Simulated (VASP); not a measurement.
Write the native input for VASP 6.6.1 that does the following.

```
Task                   : band structure
Functional             : PBE
Potentials or basis    : VASP PAW PBE potentials, release 64 (Ta_pv, N)
Cutoff                 : 520 eV
k mesh                 : 7 × 7 × 3
Occupations            : fermi-dirac, width 0.05 eV
Spin                   : no spin polarisation
Further INCAR settings : ALGO = Fast; EDIFF = 1e-06; NBANDS = 27
```

The system is Ta3N.

```xyz
4
Lattice="3.0322 0.0000 0.0000 -1.5161 2.6260 0.0000 0.0000 0.0000 7.5241" Properties=species:S:1:pos:R:3 pbc="T T T"
Ta    1.5161    0.8753    6.2155
Ta    0.0000    1.7507    1.3087
Ta    0.0000    0.0000    3.7621
N     0.0000    0.0000    0.0000
```

The cell comes from a database or a generator and needn't be the stable form of this composition.

The input as run:

POSCAR

```
Ta3N
1.0
    3.0322239879      0.0000000000      0.0000000000
   -1.5161119940      2.6259830035      0.0000000000
    0.0000000000      0.0000000000      7.5241370000
Ta N
3 1
Direct
    0.6666666667      0.3333333333      0.8260700000
    0.3333333333      0.6666666667      0.1739300000
    0.0000000000      0.0000000000      0.5000000000
    0.0000000000      0.0000000000      0.0000000000
```

INCAR.step1

```
SYSTEM = Ta3N
PREC = Accurate ; ENCUT = 520
EDIFF = 1E-6 ; ISMEAR = -1
SIGMA = 0.05 ; LREAL = .False.
LASPH = .True. ; NELM = 100
ALGO = Fast ; ISIF = 2
LWAVE = .False. ; LCHARG = .True.
LMAXMIX = 4 ; GGA = PE
NBANDS = 27
```

KPOINTS.step1

```
Automatic mesh
0
Gamma
  7 7 3
  0 0 0
```

INCAR.step2

```
SYSTEM = Ta3N
PREC = Accurate ; ENCUT = 520
EDIFF = 1E-6 ; ISMEAR = 0
SIGMA = 0.05 ; LREAL = .False.
LASPH = .True. ; NELM = 100
ALGO = Fast ; ISIF = 2
LWAVE = .False. ; LCHARG = .False.
LMAXMIX = 4 ; GGA = PE
NBANDS = 27 ; ICHARG = 11
```

KPOINTS.step2

```
path GMKGALHA,LM,KH
20
line-mode
reciprocal
 0.0000000000  0.0000000000  0.0000000000  G
 0.5000000000  0.0000000000  0.0000000000  M

 0.5000000000  0.0000000000  0.0000000000  M
 0.3333333333  0.3333333333  0.0000000000  K

 0.3333333333  0.3333333333  0.0000000000  K
 0.0000000000  0.0000000000  0.0000000000  G

 0.0000000000  0.0000000000  0.0000000000  G
 0.0000000000  0.0000000000  0.5000000000  A

 0.0000000000  0.0000000000  0.5000000000  A
 0.5000000000  0.0000000000  0.5000000000  L

 0.5000000000  0.0000000000  0.5000000000  L
 0.3333333333  0.3333333333  0.5000000000  H

 0.3333333333  0.3333333333  0.5000000000  H
 0.0000000000  0.0000000000  0.5000000000  A

 0.5000000000  0.0000000000  0.5000000000  L
 0.5000000000  0.0000000000  0.0000000000  M

 0.3333333333  0.3333333333  0.0000000000  K
 0.3333333333  0.3333333333  0.5000000000  H
```

Potentials or basis: VASP PAW PBE potentials, release 64 (Ta_pv, N).

Launch:

```sh
$ cat potpaw_PBE.64/Ta_pv/POTCAR potpaw_PBE.64/N/POTCAR > POTCAR
$ cp INCAR.step1 INCAR
$ cp KPOINTS.step1 KPOINTS
$ mpirun -np 1 vasp_std > vasp.out
$ cp INCAR.step2 INCAR
$ cp KPOINTS.step2 KPOINTS
$ mpirun -np 1 vasp_std > vasp.out
```

It gave:

```json
{"Band gap along the path": "none (metal or under the smearing width)"}
```

Caveat: the log is that of the step along the path at fixed density, whose energy, stress, charges and moments have no meaning; spin-orbit coupling is left out, which moves the levels of the heavy elements.

It took 3.6 min on 1 thread of Intel(R) Xeon(R) Platinum 8375C CPU @ 2.90GHz (Ice Lake) (shared host), peak memory 0.34 GiB.
